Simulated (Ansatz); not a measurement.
# TiAl3 (Pm-3m) in Ansatz: notebook

Aim: see how the results for TiAl3 move with the level of theory and the settings. Levels: r2SCAN, PBEsol. Tasks: single point, equation of state, phonons.

Everything below comes from runs of Ansatz 0.2.0. Logs are shortened: lines on timing, memory, paths and dates and some standing lists are left out, and cuts for length are marked.

**1. The structure**

Symmetry: Pm-3m, No. 221, cubic system. Conventional cell: a = 3.956 Å, b = 3.956 Å, c = 3.956 Å, α = 90.00°, β = 90.00°, γ = 90.00°. Ti (site symmetry m-3m) is surrounded by 12 Al at 2.80 Å. Al (site symmetry 4/mmm) is surrounded by 4 Ti at 2.80 Å and 8 Al at 2.80 Å.

The cell comes from a database or a generator and needn't be the stable form of this composition.

**2. Single point, r2SCAN, 14.55 Å³/atom (volume scaled by 0.94)**

input.yaml

```yaml
crystal:
  lattice:
    - [3.8749206071, 0.0, 0.0]
    - [0.0, 3.8749206071, 0.0]
    - [0.0, 0.0, 3.8749206071]
  atoms:
    - { symbol: Ti, position: [0.0, 0.0, 0.0] }
    - { symbol: Al, position: [0.0, 0.5, 0.5] }
    - { symbol: Al, position: [0.5, 0.0, 0.5] }
    - { symbol: Al, position: [0.5, 0.5, 0.0] }
hamiltonian:
  xc: r2scan
  pseudopotentials: { kind: paw }
kpoints:
  mp_grid: { grid: [7, 7, 7] }
scf:
  occupations: { method: fermi_dirac, width: 0.05 }
output:
  forces: true
  stress: true
  eigenvalues: true
```

Potentials or basis: Ansatz PAW.

Launch:

```
> ansatz run input.yaml --threads 2 --pin off --max-ram 5632MiB --backend cpu --events-out ev --progress --plain --runs-dir out
```

Output:

```text
Warning: RAYON_NUM_THREADS=2 ignored (pool sized by the plan → 2); use --threads N
Engine: ansatz 0.2.0, x86_64-unknown-linux-gnu
Pseudopotentials: kind: paw
Pseudopotential: Ti, paw, valence charge 12, recommended cutoff 500 eV (meta_gga), Ti.paw.azcp
Pseudopotential: Al, paw, valence charge 3, recommended cutoff 500 eV (meta_gga), Al.paw.azcp
Functional definition: r2SCAN
  parameter k0 = 0.174
  parameter k1 = 0.065
  parameter a1 = 4.9479
  exchange = r2scan_x(k0 = k0, k1 = k1, a1 = a1)
  correlation = r2scan_c
Crystal: 4 atoms, lattice volume = 58.182 Å³
Basis set: ecut = 500 eV, 1419 PW (Γ), exchange–correlation on 120×120×120 points (64 copies of the dense FFT grid, shifted against one another)
Bands: 15, of which v1, the nominal top of the filled ones, is band 11 counted from 1 (10 counted from 0)
Symmetry: 48 space group operations
Space group: Pm-3m (ITA 221), of the structure as read, at distance tolerance 3.9e-5 Å
k-points: 20 of 343
Non-local potential: Ti, projectors of the file, l = 0: 3, l = 1: 2, l = 2: 3, l = 3: 1
Non-local potential: Al, projectors of the file, l = 0: 2, l = 1: 2, l = 2: 1
PAW form: soft (Blöchl's): semilocal exchange-correlation on the pseudo side does not see the compensation charge
PAW frozen core: Ti, regenerated for the run's functional (the file was generated under x = pbe(κ = 0.804, μ = 0.2195149727645171), c = pbe(β = 0.06672455060314922))
PAW frozen core: Al, regenerated for the run's functional (the file was generated under x = pbe(κ = 0.804, μ = 0.2195149727645171), c = pbe(β = 0.06672455060314922))
PAW one-centre angular grid: Ti, 590 points (default); XC on 160 Gauss nodes
PAW one-centre angular grid: Al, 302 points (default); XC on 160 Gauss nodes
Initial density: superposition of atomic densities (neutral atoms: chi_scale 0, normalization atom), corrected by the library's trained network
Initial wavefunctions: pseudopotential atomic-orbital guess
Functional: x = r2scan, c = r2scan; τ floored in thin density (d = 2e-4 eV/Å³)
SCF iter   1: F=—  HF=-4127.116767 eV  |F-HF|=—  |Δ(HF+E_count)|=         —  Δρ=9.07e-3  dr2=4.36e-2  dr2_τ=3.84e-2  ethr=1.77e-3  ⟨swp⟩=5.7  Hψ=1779  notcnv=0
preconditioner: auto → Resta (q_TF=auto, 2.302 Å⁻¹)  ε∞=8.8  [insulator: Δε(μ)=0.167 eV  Ē_g=6.294 eV  σ=0.050 eV  W_gap=0.52  n_scr=18 (ndim 8)  ℏωp=17.6 eV  f_vac=0.000  D(μ)=2.42/eV (n_scr^D=18)  ε∞_Penn≈8.8]
SCF iter   2: F=—  HF=-4127.178453 eV  |F-HF|=—  |Δ(HF+E_count)|=   6.17e-2  Δρ=4.76e-3  dr2=1.86e-2  dr2_τ=1.67e-3  ethr=2.07e-4  ⟨swp⟩=2.5  Hψ=755  notcnv=0
SCF iter   3: F=—  HF=-4127.176803 eV  |F-HF|=—  |Δ(HF+E_count)|=   1.65e-3  Δρ=2.43e-3  dr2=2.47e-3  dr2_τ=7.28e-5  ethr=8.86e-5  ⟨swp⟩=2.0  Hψ=436  notcnv=0
SCF iter   4: F=—  HF=-4127.176753 eV  |F-HF|=—  |Δ(HF+E_count)|=   4.98e-5  Δρ=2.45e-4  dr2=3.71e-5  dr2_τ=6.31e-6  ethr=1.17e-5  ⟨swp⟩=2.6  Hψ=511  notcnv=0
SCF iter   5: F=—  HF=-4127.176773 eV  |F-HF|=—  |Δ(HF+E_count)|=   2.06e-5  Δρ=8.74e-5  dr2=4.90e-6  dr2_τ=2.02e-7  ethr=1.77e-7  ⟨swp⟩=2.2  Hψ=432  notcnv=0
SCF iter   6: F=—  HF=-4127.176773 eV  |F-HF|=—  |Δ(HF+E_count)|=   9.39e-8  Δρ=1.37e-5  dr2=1.73e-7  dr2_τ=8.24e-9  ethr=2.34e-8  ⟨swp⟩=2.1  Hψ=410  notcnv=0
SCF iter   7: F=-4127.176773 eV  HF=-4127.176773 eV  |F-HF|=3.25e-9  |Δ(HF+E_count)|=   7.99e-9  Δρ=3.00e-6  dr2=6.46e-9  dr2_τ=3.11e-10  ethr=4.76e-10  ⟨swp⟩=4.2  Hψ=952  notcnv=0
SCF 1 converged in 7 iterations: F = -4127.176773 eV  dr2 = 6.46e-9
SCF converged after 7 iterations
Free energy (F): -4127.176773 eV
Harris-Foulkes:  -4127.176773 eV  (|F-HF|=3.25e-9)
Internal energy: -4127.158028 eV  (E = F + TS)
E sigma→0 (E₀):  -4127.167401 eV
Entropy (-TS):   -0.018745 eV (-4.686 meV/atom)
Fermi energy:    11.371223 eV
--- Per-component energies (eV) ---
  E_band       = -146.343684
  E_kinetic    = 351.541123
  E_local      = -1151.419487  (includes V_loc(G=0)·N_el)
  E_nonlocal   = 39.006818
  E_hartree    = 513.231255
  E_xc         = -207.015340
  E_vxc        = -231.530368  (∫ρ·V_xc dr)
  E_paw        = -2478.343959  (= ΣΔE_a)
  E_vpaw       = -193.296270  (= ΣTr[D̂ρ^β])
  E_aug_tail   = 0.000093  (compensation charges beyond the density's cutoff)
  E_vtau       = 12.894909  (kinetic-family band-sum trace: ∫τ·v_τ [+ j·A + Jᵃ·Aᵃ] dr)
  E_ewald      = -1193.724750
  E_core_change = -0.433781  (= ΣΔE_core)
  E_smearing   = -0.018745  (= −TS)
  E_closure    = 0.000000  (closes the sum)
  Σ components = -4127.176773   (vs F -4127.176773, Δ=0.00e0)
--- Forces (eV/Å), atoms counted from 1 ---
  atom   1  Ti    -0.00000000     0.00000000     0.00000000
  atom   2  Al     0.00000000     0.00000000    -0.00000000
  atom   3  Al     0.00000000     0.00000000     0.00000000
  atom   4  Al     0.00000000    -0.00000000    -0.00000000
  max |Σ_I F_I| component: 5.42e-31 eV/Å
--- Stress (GPa, compression-positive) ---
        8.116212      -0.000000       0.000000
       -0.000000       8.116212       0.000000
        0.000000       0.000000       8.116212
  P = ⅓ Tr σ = 8.1162 GPa (81.162 kbar)
--- Band table (eV; the first three rows and the last of 20) ---
  k-point 0: bands = ["-47.8951", "-23.1689", "-23.1689", "-23.1689", "-0.5776", "7.9506", "7.9506", "8.8639", "8.8639", "8.8639", "11.4242", "11.4242", "11.4242", "11.9049", "16.3393"]
  k-point 1: bands = ["-47.8948", "-23.1745", "-23.1685", "-23.1685", "-0.3583", "6.5519", "8.0832", "8.8422", "8.8422", "9.5892", "11.4776", "11.4836", "11.4836", "12.7686", "15.6448"]
  k-point 2: bands = ["-47.8943", "-23.1870", "-23.1676", "-23.1676", "0.2860", "4.6451", "8.4262", "8.7830", "8.7830", "10.5175", "11.6035", "11.6988", "11.6988", "13.6182", "14.4130"]
  k-point 19: bands = ["-47.8917", "-23.1900", "-23.1897", "-23.1897", "4.4203", "5.7350", "5.7350", "6.4021", "7.5339", "7.5339", "7.7610", "12.1244", "12.9134", "12.9134", "14.5632"]
```

It took 3.7 s on 2 threads of Intel Xeon at 2.50GHz (Skylake/Cascade Lake), shared host; peak memory 0.46 GiB.

What came out:

```yaml
Free_energy: -4127.1768 eV
Pressure: 8.1 GPa
Band_gap_on_the_k_mesh: none (metal or under the smearing width)
```

Caveat: the PAW data sets come from PBE, with cores solved anew for the run's functional, which leaves a small shift of forces and pressure.

**3. Single point, r2SCAN, 14.85 Å³/atom (volume scaled by 0.96)**

Changes to input.yaml since step 2:

```diff
@@ -2,5 +2,5 @@
   lattice:
-    - [3.8749206071, 0.0, 0.0]
-    - [0.0, 3.8749206071, 0.0]
-    - [0.0, 0.0, 3.8749206071]
+    - [3.9022096795, 0.0, 0.0]
+    - [0.0, 3.9022096795, 0.0]
+    - [0.0, 0.0, 3.9022096795]
   atoms:
```

Potentials or basis: Ansatz PAW.

Launch:

```
> ansatz run input.yaml --threads 2 --pin off --max-ram 5632MiB --backend cpu --events-out ev --progress --plain --runs-dir out
```

It took 3.7 s on 2 threads of Intel Xeon at 2.50GHz (Skylake/Cascade Lake), shared host; peak memory 0.46 GiB.

The run converged. Its results:

```
Free energy            : -4127.2278 eV
Pressure               : 5.1 GPa
Band gap on the k mesh : none (metal or under the smearing width)
```

Caveat: the PAW data sets come from PBE, with cores solved anew for the run's functional, which leaves a small shift of forces and pressure.

**4. Single point, r2SCAN, 15.16 Å³/atom (volume scaled by 0.98)**

Changes to input.yaml since step 3:

```diff
@@ -2,5 +2,5 @@
   lattice:
-    - [3.9022096795, 0.0, 0.0]
-    - [0.0, 3.9022096795, 0.0]
-    - [0.0, 0.0, 3.9022096795]
+    - [3.9291223209, 0.0, 0.0]
+    - [0.0, 3.9291223209, 0.0]
+    - [0.0, 0.0, 3.9291223209]
   atoms:
```

Launch:

```
> ansatz run input.yaml --threads 2 --pin off --max-ram 5632MiB --backend cpu --events-out ev --progress --plain --runs-dir out
```

Run time: 3.9 s. Hardware: 2 threads of Intel Xeon at 2.50GHz (Skylake/Cascade Lake), shared host; peak memory 0.47 GiB.

The run converged. Its results:

- Free energy: -4127.2570 eV
- Pressure: 2.5 GPa
- Band gap on the k mesh: none (metal or under the smearing width)

Caveat: the PAW data sets come from PBE, with cores solved anew for the run's functional, which leaves a small shift of forces and pressure.

**5. Single point, r2SCAN, 15.47 Å³/atom**

Changes to input.yaml since step 4:

```diff
@@ -2,5 +2,5 @@
   lattice:
-    - [3.9291223209, 0.0, 0.0]
-    - [0.0, 3.9291223209, 0.0]
-    - [0.0, 0.0, 3.9291223209]
+    - [3.95567125, 0.0, 0.0]
+    - [0.0, 3.95567125, 0.0]
+    - [0.0, 0.0, 3.95567125]
   atoms:
@@ -21 +21,5 @@
   eigenvalues: true
+  write_density: true
+  write_potential: true
+  elf: true
+  volumetric_format: npy
```

Launch:

```
> ansatz run input.yaml --threads 2 --pin off --max-ram 5632MiB --backend cpu --events-out ev --progress --plain --runs-dir out
```

Wall time 4.6 s (2 threads of Intel Xeon at 2.50GHz (Skylake/Cascade Lake), shared host); peak memory 0.47 GiB.

The run converged. Its results:

* Free energy: -4127.2665 eV
* Pressure: 0.0 GPa
* Band gap on the k mesh: none (metal or under the smearing width)

Caveat: the PAW data sets come from PBE, with cores solved anew for the run's functional, which leaves a small shift of forces and pressure.

**6. Single point, r2SCAN, 15.78 Å³/atom (volume scaled by 1.02)**

Changes to input.yaml since step 5:

```diff
@@ -2,5 +2,5 @@
   lattice:
-    - [3.95567125, 0.0, 0.0]
-    - [0.0, 3.95567125, 0.0]
-    - [0.0, 0.0, 3.95567125]
+    - [3.9818685118, 0.0, 0.0]
+    - [0.0, 3.9818685118, 0.0]
+    - [0.0, 0.0, 3.9818685118]
   atoms:
```

Potentials or basis: Ansatz PAW.

Launch:

```
> ansatz run input.yaml --threads 2 --pin off --max-ram 5632MiB --backend cpu --events-out ev --progress --plain --runs-dir out
```

Wall time 4.3 s (2 threads of Intel Xeon at 2.50GHz (Skylake/Cascade Lake), shared host); peak memory 0.47 GiB.

Results (log left out):

| Quantity | Value |
| --- | --- |
| Free energy | -4127.2580 eV |
| Pressure | -2.2 GPa |
| Band gap on the k mesh | none (metal or under the smearing width) |

Caveat: the PAW data sets come from PBE, with cores solved anew for the run's functional, which leaves a small shift of forces and pressure.

**7. Single point, r2SCAN, 16.09 Å³/atom (volume scaled by 1.04)**

Changes to input.yaml since step 6:

```diff
@@ -2,5 +2,5 @@
   lattice:
-    - [3.9818685118, 0.0, 0.0]
-    - [0.0, 3.9818685118, 0.0]
-    - [0.0, 0.0, 3.9818685118]
+    - [4.0077255254, 0.0, 0.0]
+    - [0.0, 4.0077255254, 0.0]
+    - [0.0, 0.0, 4.0077255254]
   atoms:
@@ -21,5 +21 @@
   eigenvalues: true
-  write_density: true
-  write_potential: true
-  elf: true
-  volumetric_format: npy
```

Launch:

```
> ansatz run input.yaml --threads 2 --pin off --max-ram 5632MiB --backend cpu --events-out ev --progress --plain --runs-dir out
```

It took 3.8 s on 2 threads of Intel Xeon at 2.50GHz (Skylake/Cascade Lake), shared host; peak memory 0.47 GiB.

Results (log left out):

```
Free energy            : -4127.2334 eV
Pressure               : -4.2 GPa
Band gap on the k mesh : none (metal or under the smearing width)
```

Caveat: the PAW data sets come from PBE, with cores solved anew for the run's functional, which leaves a small shift of forces and pressure.

**8. Single point, r2SCAN, 16.40 Å³/atom (volume scaled by 1.06)**

Changes to input.yaml since step 7:

```diff
@@ -2,5 +2,5 @@
   lattice:
-    - [4.0077255254, 0.0, 0.0]
-    - [0.0, 4.0077255254, 0.0]
-    - [0.0, 0.0, 4.0077255254]
+    - [4.0332531278, 0.0, 0.0]
+    - [0.0, 4.0332531278, 0.0]
+    - [0.0, 0.0, 4.0332531278]
   atoms:
@@ -21 +21,5 @@
   eigenvalues: true
+  write_density: true
+  write_potential: true
+  elf: true
+  volumetric_format: npy
```

Launch:

```
> ansatz run input.yaml --threads 2 --pin off --max-ram 5632MiB --backend cpu --events-out ev --progress --plain --runs-dir out
```

Run time: 4.8 s. Hardware: 2 threads of Intel Xeon at 2.50GHz (Skylake/Cascade Lake), shared host; peak memory 0.47 GiB.

It converged, with:

```yaml
Free_energy: -4127.1941 eV
Pressure: -6.0 GPa
Band_gap_on_the_k_mesh: none (metal or under the smearing width)
```

Caveat: the PAW data sets come from PBE, with cores solved anew for the run's functional, which leaves a small shift of forces and pressure.

**9. Equation of state, r2SCAN**

Potentials or basis: Ansatz PAW.

This step only gathers the single runs of the series.

Results:

```yaml
Equilibrium_volume: 15.48 Å³/atom
Bulk_modulus: 116 GPa
Pressure_derivative_of_the_bulk_modulus: 4.0
```

Energy against volume, from the lowest point:
| volume (Å³/atom) | energy (meV/atom) |
| --- | --- |
| 14.545 | 22.42 |
| 14.855 | 9.66 |
| 15.164 | 2.36 |
| 15.474 | 0.00 |
| 15.783 | 2.11 |
| 16.093 | 8.28 |
| 16.402 | 18.10 |

Caveat: the PAW data sets were made with another functional, which shifts forces and pressure a little.

**10. Phonons, PBEsol**

input.yaml

```yaml
crystal:
  lattice:
    - [3.95567125, 0.0, 0.0]
    - [0.0, 3.95567125, 0.0]
    - [0.0, 0.0, 3.95567125]
  atoms:
    - { symbol: Ti, position: [0.0, 0.0, 0.0] }
    - { symbol: Al, position: [0.0, 0.5, 0.5] }
    - { symbol: Al, position: [0.5, 0.0, 0.5] }
    - { symbol: Al, position: [0.5, 0.5, 0.0] }
hamiltonian:
  xc: pbesol
  pseudopotentials: { kind: paw }
kpoints:
  mp_grid: { grid: [6, 6, 6] }
scf:
  occupations: { method: fermi_dirac, width: 0.05 }
phonons:
  method: dfpt
```

Potentials or basis: Ansatz PAW.

Launch:

```
> ansatz run input.yaml --threads 2 --pin off --max-ram 5632MiB --backend cpu --events-out ev --progress --plain --runs-dir out
```

Output:

```text
Warning: RAYON_NUM_THREADS=2 ignored (pool sized by the plan → 2); use --threads N
zone centre: on kpoints.mp_grid the ground state, and the responses unless they are solved on pairs of k-points, stand on 64 of the mesh's 216 k-points, reduced under 8 symmetry operations, with k and −k counted as one. Each operation leaves every solved displacement unchanged or reverses it
[... 2 set-up lines as earlier in the session ...]
Pseudopotential: Ti, paw, valence charge 12, recommended cutoff 420 eV (normal), Ti.paw.azcp
Pseudopotential: Al, paw, valence charge 3, recommended cutoff 420 eV (normal), Al.paw.azcp
Functional definition: PBEsol
  exchange = pbesol_x
  correlation = pbesol_c
Crystal: 4 atoms, lattice volume = 61.896 Å³
Basis set: ecut = 420 eV, 1213 PW (Γ), exchange–correlation on 54×54×54 points (8 copies of the dense FFT grid, shifted against one another)
Bands: 15, of which v1, the nominal top of the filled ones, is band 11 counted from 1 (10 counted from 0)
[... 1 set-up line as earlier in the session ...]
k-points: 64 of 216 (irreducible under 8 space group operations)
[... 3 set-up lines as earlier in the session ...]
PAW frozen core: Ti, regenerated for the run's functional, and the local potential with it (the file was generated under x = pbe(κ = 0.804, μ = 0.2195149727645171), c = pbe(β = 0.06672455060314922))
PAW frozen core: Al, regenerated for the run's functional, and the local potential with it (the file was generated under x = pbe(κ = 0.804, μ = 0.2195149727645171), c = pbe(β = 0.06672455060314922))
PAW one-centre angular grid: Ti, 590 points (default); XC on 64 Gauss nodes
PAW one-centre angular grid: Al, 110 points (default); XC on 64 Gauss nodes
[... 19 lines left out ...]
Entropy (-TS):   -0.012923 eV (-3.231 meV/atom)
Fermi energy:    10.328347 eV
--- Per-component energies (eV) ---
  E_band       = -146.820852
  E_kinetic    = 345.678313
  E_local      = -1185.501975  (includes V_loc(G=0)·N_el)
  E_nonlocal   = 42.053301
  E_hartree    = 522.785574
  E_xc         = -216.827269
  E_vxc        = -211.480430  (∫ρ·V_xc dr)
  E_paw        = -2388.092148  (= ΣΔE_a)
  E_vpaw       = -183.141332  (= ΣTr[D̂ρ^β])
  E_aug_tail   = 0.000103  (compensation charges beyond the density's cutoff)
  E_ewald      = -1169.356182
  E_core_change = 0.196801  (= ΣΔE_core)
  E_smearing   = -0.012923  (= −TS)
  E_closure    = 0.000000  (closes the sum)
  Σ components = -4049.076405   (vs F -4049.076405, Δ=0.00e0)
--- Band table (eV; the first three rows and the last of 64) ---
  k-point 0: bands = ["-46.3200", "-22.7314", "-22.7314", "-22.7314", "-0.4220", "7.2840", "7.2840", "8.2338", "8.2338", "8.2338", "10.5400", "10.5400", "10.5400", "11.0858", "14.4873"]
  k-point 1: bands = ["-46.3198", "-22.7365", "-22.7310", "-22.7310", "-0.1526", "5.7667", "7.4607", "8.2143", "8.2143", "8.9740", "10.5987", "10.6149", "10.6149", "12.0206", "13.6876"]
  k-point 2: bands = ["-46.3194", "-22.7469", "-22.7303", "-22.7303", "0.6319", "3.7767", "7.8981", "8.1605", "8.1605", "10.0204", "10.7224", "10.8889", "10.8889", "12.3777", "12.4149"]
  k-point 63: bands = ["-46.3177", "-22.7468", "-22.7468", "-22.7468", "5.2377", "5.2377", "5.2377", "5.4123", "6.8938", "6.8938", "6.8938", "10.5644", "11.5859", "11.5859", "13.1868"]
--- Phonons (Γ-DFPT): 3 representative perturbations + reference, on 64 of 216 k-points (Σ response iterations 9) ---
  k mesh reduced under 8 symmetry operations, with k and −k counted as one. Each operation leaves every solved displacement unchanged or reverses it
  ASR residual: 3.692e-4 → 0.000e0 eV/Å²; symmetrization residual: 3.104e-6 eV/Å²
  ASR residual per site (eV/Å²): 3.69e-4 4.79e-5 4.79e-5 4.79e-5
  Γ frequencies (cm⁻¹): 0.00 0.00 0.00 260.97 260.97 260.97 278.04 278.04 278.04 351.97 351.97 351.97
  non-analytic LO–TO correction: not included (Born effective charges unavailable; polar crystals: no LO–TO splitting at Γ)
```

It took 20 s on 2 threads of Intel Xeon at 2.50GHz (Skylake/Cascade Lake), shared host; peak memory 0.55 GiB.

Results:

* Free energy: -4049.0764 eV
* Band gap on the k mesh: none (metal or under the smearing width)
* Highest phonon frequency at Γ: 352 cm⁻¹

Phonon frequencies in cm⁻¹ (negative: imaginary):
```
              q point                                frequencies
(0.000, 0.000, 0.000)  0 0 0 261 261 261 278 278 278 352 352 352
```

Caveat: the PAW data sets come from PBE, with cores solved anew for the run's functional, which leaves a small shift of forces and pressure.
